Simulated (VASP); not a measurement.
# W (Im-3m) in VASP: convergence with SIGMA

Aim: find how far SIGMA must go before the results for W settle, at LDA. This setting moves, with any that are tied to it; all else stays.

Program: VASP 6.6.1. These are calculated values, not measurements. Logs are shortened: lines on timing, memory, paths and dates and some standing lists are left out, and cuts for length are marked.

**1. Starting point**

It takes space group Im-3m (No. 229, cubic). The conventional cell has a = 3.165 Å, b = 3.165 Å, c = 3.165 Å, α = 90.00°, β = 90.00°, γ = 90.00°. W (site symmetry m-3m) has 8 W at 2.74 Å as nearest neighbours.

**2. With SIGMA 0.3 eV**

The input, INCAR:

```
PREC     = Accurate       # precision mode
ENCUT    = 520            # plane-wave cutoff, eV
EDIFF    = 1E-6           # SCF threshold, eV
ISMEAR   = -1             # smearing method
SIGMA    = 0.3            # smearing width, eV
LREAL    = F              # projectors in reciprocal space
LASPH    = T              # aspherical terms in the spheres
NELM     = 60             # most SCF steps
ALGO     = Normal         # electronic algorithm
ISIF     = 2              # what is computed and relaxed
LWAVE    = F              # write WAVECAR
LCHARG   = F              # write CHGCAR
```

The input, KPOINTS:

```
Automatic mesh
0
Gamma
  12 12 12
```

The input, POSCAR:

```
W
1.0
   -1.5823450000      1.5823450000      1.5823450000
    1.5823450000     -1.5823450000      1.5823450000
    1.5823450000      1.5823450000     -1.5823450000
W
1
Direct
    0.0000000000      0.0000000000      0.0000000000
```

Potentials or basis: VASP PAW LDA potentials, release 64 (W_sv).

The run is started by

```bash
$ cat potpaw_LDA.64/W_sv/POTCAR > POTCAR
$ mpirun -np 1 vasp_std > vasp.out
```

OUTCAR:

```text
PREC = Accurate
   ENCUT = 520
   EDIFF = 1E-6
   ISMEAR = -1
   LREAL = F
   LASPH = T
   NELM = 60
   ISIF = 2

 Found     72 irreducible k-points:

 Following reciprocal coordinates:
            Coordinates               Weight
  0.000000  0.000000  0.000000      1.000000
  0.083333  0.000000  0.000000     12.000000
  0.166667  0.000000  0.000000     12.000000
  0.250000  0.000000  0.000000     12.000000
  0.333333  0.000000  0.000000     12.000000
  0.416667  0.000000  0.000000     12.000000
   k-points           NKPTS =     72   k-points in BZ     NKDIM =     72   number of bands    NBANDS=     11
   number of dos      NEDOS =    301   number of ions     NIONS =      1
   total plane-waves  NPLWV =   8000
   dimension x,y,z NGX =    20 NGY =   20 NGZ =   20
   dimension x,y,z NGXF=    40 NGYF=   40 NGZF=   40
   ions per type =               1
   NGX,Y,Z   is equivalent  to a cutoff of  12.13, 12.13, 12.13 a.u.
   NGXF,Y,Z  is equivalent  to a cutoff of  24.26, 24.26, 24.26 a.u.
 SYSTEM =  unknown system
   PREC   = accura    normal or accurate (medium, high low for compatibility)
   ISTART =      0    job   : 0-new  1-cont  2-samecut
   ICHARG =      2    charge: 1-file 2-atom 10-const
   ISPIN  =      1    spin polarized calculation?
   LNONCOLLINEAR =      F non collinear calculations
   LSORBIT =      F    spin-orbit coupling
   LASPH  =      T    aspherical Exc in radial PAW
   ENCUT  =  520.0 eV  38.22 Ry    6.18 a.u.   5.10  5.10  5.10*2*pi/ulx,y,z
   NELM   =     60;   NELMIN=  2; NELMDL= -5     # of ELM steps
   EDIFF  = 0.1E-05   stopping-criterion for ELM
   LREAL  =      F    real-space projection
   EDIFFG = 0.1E-04   stopping-criterion for IOM
   NSW    =      0    number of steps for IOM
   IBRION =     -1    ionic relax: 0-MD 1-quasi-New 2-CG
   NFREE  =      0    steps in history (QN), initial steepest desc. (CG)
   ISIF   =      2    stress and relaxation
   ISYM   =      2    0-nonsym 1-usesym 2-fastsym
   POTIM  = 0.5000    time-step for ionic-motion
   TEBEG  =    0.0;   TEEND  =   0.0 temperature during run
   PSTRESS=    0.0 pullay stress
   NELECT =      14.0000    total number of electrons
   NUPDOWN=      -1.0000    fix difference up-down
   EMIN   =  10.00;   EMAX   =-10.00  energy-range for DOS
   EFERMI =   0.00;   METHOD = LEGACY
   ISMEAR =    -1;   SIGMA  =   0.30  broadening in eV -4-tet -1-fermi 0-gaus
   EFERMI_NEDOS =   21; number of points for ismear=-14 and -15
   IALGO  =     38    algorithm
   IMIX   =      4    mixing-type and parameters
     AMIX     =   0.40;   BMIX     =  1.00
     AMIX_MAG =   1.60;   BMIX_MAG =  1.00
  volume/ion in A,a.u.               =      15.85       106.94
  Fermi-wavevector in a.u.,A,eV,Ry     =   1.570832  2.968442 33.572544  2.467512
  Thomas-Fermi vector in A             =   2.672506
   LORBIT       =      0    0 simple, 1 ext, 2 COOP (PROOUT), +10 PAW based schemes
   GGA     = CA    functional components
   LHFCALC =     F    Hartree Fock is set to
   AEXX    =    0.0000 exact exchange contribution
   IVDW    =     0    specifies the selected vdW correction
   LEPSILON=     F    determine dielectric tensor
   LRPA    =     F    only Hartree local field effects (RPA)
 non-spin polarized calculation
  energy-cutoff  :      520.00
  volume of cell :       15.85
 maximum number of plane-waves:       438
   NGX = 11   NGY = 11   NGZ = 11

 number of electron      14.0000003 magnetization

 Free energy of the ion-electron system (eV)
  ---------------------------------------------------
  ext. energy  EPLUGINS =         0.00000000
  ---------------------------------------------------
  free energy    TOTEN  =       -14.17426637 eV

  energy without entropy =      -14.01359106  energy(sigma->0) =      -14.09392872

 E-fermi :  11.2452     XC(G=0): -13.8286

 val. band max:       11.2287099138   @ k =  -0.1667   0.1667   0.0833
 cond. band min:      11.2724353077   @ k =  -0.1667   0.1667   0.1667
 fundamental gap:      0.0437253939
 Fermi energy:        11.2451653967

 k-point     1 :       0.0000    0.0000    0.0000
  band No.  band energies     occupation
      1     -62.4064      2.00000
      2     -26.2157      2.00000
      3     -26.2157      2.00000
      4     -26.2157      2.00000
      5       1.7726      2.00000
      6      10.0682      1.96121
      7      10.0682      1.96121
      8      10.0682      1.96121
      9      13.5160      0.00103
     10      13.5160      0.00103
     11      25.8958      0.00000

 k-point     2 :       0.0833    0.0000    0.0000
  band No.  band energies     occupation
      1     -62.3972      2.00000
      2     -26.3108      2.00000
      3     -26.2454      2.00000
      4     -26.2162      2.00000
      5       2.1078      2.00000
      6       9.8685      1.97988
      7      10.0183      1.96706
      8      10.3932      1.88958
      9      13.2177      0.00279
     10      13.5201      0.00102
     11      26.1719      0.00000

 k-point     3 :       0.1667    0.0000    0.0000
  band No.  band energies     occupation
      1     -62.3719      2.00000
      2     -26.5647      2.00000
      3     -26.3256      2.00000
      4     -26.2176      2.00000
      5       3.0221      2.00000
      6       9.3664      1.99619
      7       9.7722      1.98536
      8      11.3437      0.83724
      9      12.8265      0.01022
     10      13.5643      0.00088
     11      26.6380      0.00000

 k-point     4 :       0.2500    0.0000    0.0000
  band No.  band energies     occupation
      1     -62.3373      2.00000
      2     -26.8988      2.00000
      3     -26.4334      2.00000
      4     -26.2195      2.00000
      5       4.1859      2.00000
      6       8.7610      1.99949
      7       9.4778      1.99449
      8      12.8407      0.00975
      9      12.9046      0.00789
     10      13.7075      0.00054
     11      26.1421      0.00000

 k-point     5 :       0.3333    0.0000    0.0000
  band No.  band energies     occupation
      1     -62.3025      2.00000
      2     -27.2196      2.00000
      3     -26.5392      2.00000
      4     -26.2214      2.00000
      5       4.9600      2.00000
      6       8.2248      1.99992
      7       9.9081      1.97707
      8      13.2809      0.00226
      9      13.9643      0.00023
     10      14.7155      0.00002
     11      24.6695      0.00000

 k-point     6 :       0.4167    0.0000    0.0000
  band No.  band energies     occupation
      1     -62.2770      2.00000
      2     -27.4468      2.00000
      3     -26.6154      2.00000
      4     -26.2229      2.00000
      5       5.0954      2.00000
      6       7.8664      1.99997
      7      11.2229      1.03707
      8      13.5257      0.00100
      9      14.2491      0.00009
     10      16.5724      0.00000
     11      23.3799      0.00000

 [... further k-points ...]

------------------------ aborting loop because EDIFF is reached ----------------------------------------

  FORCE on cell =-STRESS in cart. coord.  units (eV):
  Direction    XX          YY          ZZ          XY          YZ          ZX
  --------------------------------------------------------------------------------------
  -------------------------------------------------------------------------------------
  Total       -0.6634139     -0.6634139     -0.6634139      0.0000000      0.0000000     -0.0000000
  in kB      -67.0705121    -67.0705121    -67.0705121      0.0000000      0.0000000     -0.0000000
  external PRESSURE =     -67.0705121 kB  Pullay stress =       0.0000000 kB

 VOLUME and BASIS-vectors are now :
 -----------------------------------------------------------------------------
  energy-cutoff  :      520.00
  volume of cell :       15.85
      direct lattice vectors                 reciprocal lattice vectors
    -1.582345000  1.582345000  1.582345000     0.000000000  0.315986716  0.315986716
     1.582345000 -1.582345000  1.582345000     0.315986716  0.000000000  0.315986716
     1.582345000  1.582345000 -1.582345000     0.315986716  0.315986716  0.000000000

 POSITION                                       TOTAL-FORCE (eV/Angst)
 -----------------------------------------------------------------------------------
      0.00000      0.00000      0.00000        -0.000000     -0.000000     -0.000000
 -----------------------------------------------------------------------------------
    total drift:                                0.000000      0.000000      0.000000

  FREE ENERGIE OF THE ION-ELECTRON SYSTEM (eV)
  ---------------------------------------------------
  free  energy   TOTEN  =       -14.1742663690 eV

  energy  without entropy=      -14.0135910623  energy(sigma->0) =      -14.09392872
```

Run time: 6 s. Hardware: 1 thread of Intel Xeon Platinum 8488C (Sapphire Rapids), shared host; peak memory 0.12 GiB.

What came out:

* Free energy: -14.1743 eV
* Pressure: -6.7 GPa
* Band gap on the k mesh: none (metal or under the smearing width)

**3. With SIGMA 0.2 eV**

INCAR, as its differences from that of step 2:

```diff
@@ -4,3 +4,3 @@
 ISMEAR   = -1             # smearing method
-SIGMA    = 0.3            # smearing width, eV
+SIGMA    = 0.2            # smearing width, eV
 LREAL    = F              # projectors in reciprocal space
```

KPOINTS is that of step 2.

POSCAR is that of step 2.

Potentials or basis: VASP PAW LDA potentials, release 64 (W_sv).

The run is started by

```bash
$ cat potpaw_LDA.64/W_sv/POTCAR > POTCAR
$ mpirun -np 1 vasp_std > vasp.out
```

Wall time 5.7 s (1 thread of Intel Xeon Platinum 8488C (Sapphire Rapids), shared host); peak memory 0.12 GiB.

What came out:

```yaml
Free_energy: -14.1313 eV
Pressure: -7.1 GPa
Band_gap_on_the_k_mesh: none (metal or under the smearing width)
```

**4. With SIGMA 0.15 eV**

INCAR, as its differences from that of step 3:

```diff
@@ -4,3 +4,3 @@
 ISMEAR   = -1             # smearing method
-SIGMA    = 0.2            # smearing width, eV
+SIGMA    = 0.15           # smearing width, eV
 LREAL    = F              # projectors in reciprocal space
```

KPOINTS is that of step 3.

POSCAR is that of step 3.

The run is started by

```bash
$ cat potpaw_LDA.64/W_sv/POTCAR > POTCAR
$ mpirun -np 1 vasp_std > vasp.out
```

Wall time 5.8 s (1 thread of Intel Xeon Platinum 8488C (Sapphire Rapids), shared host); peak memory 0.12 GiB.

What came out:

```yaml
Free_energy: -14.1169 eV
Pressure: -7.2 GPa
Band_gap_on_the_k_mesh: none (metal or under the smearing width)
```

**5. With SIGMA 0.1 eV**

INCAR, as its differences from that of step 4:

```diff
@@ -4,3 +4,3 @@
 ISMEAR   = -1             # smearing method
-SIGMA    = 0.15           # smearing width, eV
+SIGMA    = 0.1            # smearing width, eV
 LREAL    = F              # projectors in reciprocal space
```

KPOINTS is that of step 4.

POSCAR is that of step 4.

The run is started by

```bash
$ cat potpaw_LDA.64/W_sv/POTCAR > POTCAR
$ mpirun -np 1 vasp_std > vasp.out
```

It took 5.7 s on 1 thread of Intel Xeon Platinum 8488C (Sapphire Rapids), shared host; peak memory 0.12 GiB.

Results:

* Free energy: -14.1063 eV
* Pressure: -7.2 GPa
* Band gap on the k mesh: none (metal or under the smearing width)

**6. With SIGMA 0.05 eV**

INCAR, as its differences from that of step 5:

```diff
@@ -4,3 +4,3 @@
 ISMEAR   = -1             # smearing method
-SIGMA    = 0.1            # smearing width, eV
+SIGMA    = 0.05           # smearing width, eV
 LREAL    = F              # projectors in reciprocal space
```

KPOINTS is that of step 5.

POSCAR is that of step 5.

Potentials or basis: VASP PAW LDA potentials, release 64 (W_sv).

The run is started by

```bash
$ cat potpaw_LDA.64/W_sv/POTCAR > POTCAR
$ mpirun -np 1 vasp_std > vasp.out
```

Wall time 5.6 s (1 thread of Intel Xeon Platinum 8488C (Sapphire Rapids), shared host); peak memory 0.12 GiB.

What came out:

- Free energy: -14.0993 eV
- Pressure: -7.3 GPa
- Band gap on the k mesh: none (metal or under the smearing width)

**7. With SIGMA 0.02 eV**

INCAR, as its differences from that of step 6:

```diff
@@ -4,3 +4,3 @@
 ISMEAR   = -1             # smearing method
-SIGMA    = 0.05           # smearing width, eV
+SIGMA    = 0.02           # smearing width, eV
 LREAL    = F              # projectors in reciprocal space
```

KPOINTS is that of step 6.

POSCAR is that of step 6.

The run is started by

```bash
$ cat potpaw_LDA.64/W_sv/POTCAR > POTCAR
$ mpirun -np 1 vasp_std > vasp.out
```

Run time: 6 s. Hardware: 1 thread of Intel Xeon Platinum 8488C (Sapphire Rapids), shared host; peak memory 0.12 GiB.

What came out:

* Free energy: -14.0969 eV
* Pressure: -7.4 GPa
* Band gap on the k mesh: none (metal or under the smearing width)

**8. With SIGMA 0.01 eV**

INCAR, as its differences from that of step 7:

```diff
@@ -4,3 +4,3 @@
 ISMEAR   = -1             # smearing method
-SIGMA    = 0.02           # smearing width, eV
+SIGMA    = 0.01           # smearing width, eV
 LREAL    = F              # projectors in reciprocal space
```

KPOINTS is that of step 7.

POSCAR is that of step 7.

The run is started by

```bash
$ cat potpaw_LDA.64/W_sv/POTCAR > POTCAR
$ mpirun -np 1 vasp_std > vasp.out
```

Run time: 5.9 s. Hardware: 1 thread of Intel Xeon Platinum 8488C (Sapphire Rapids), shared host; peak memory 0.12 GiB.

The run converged. Its results:

| Quantity | Value |
| --- | --- |
| Free energy | -14.0965 eV |
| Pressure | -7.4 GPa |
| Band gap on the k mesh | none (metal or under the smearing width) |

**9. Result**

```tsv
SIGMA	energy less the tightest run, at zero smearing (meV/atom)	pressure (GPa)	SCF cycles	CPU time (s)	peak memory (GiB)
0.3 eV	2.38	-6.71	11	5.3	0.12
0.2 eV	-1.82	-7.11	11	5.1	0.12
0.15 eV	-1.94	-7.20	11	5.2	0.12
0.1 eV	-1.31	-7.25	11	5.1	0.12
0.05 eV	-0.35	-7.25	11	5	0.12
0.02 eV	-0.04	-7.36	11	5.3	0.12
0.01 eV	0.00	-7.44	11	5.2	0.12
```

Against the tightest run, the energy stays within 1 meV/atom from 0.05 eV on; the pressure stays within 0.1 GPa from 0.02 eV on. Narrower smearing needs a denser k mesh, so at a fixed mesh the narrowest width isn't the most accurate. The tightest run that finished is the yardstick and may itself not be fully converged.
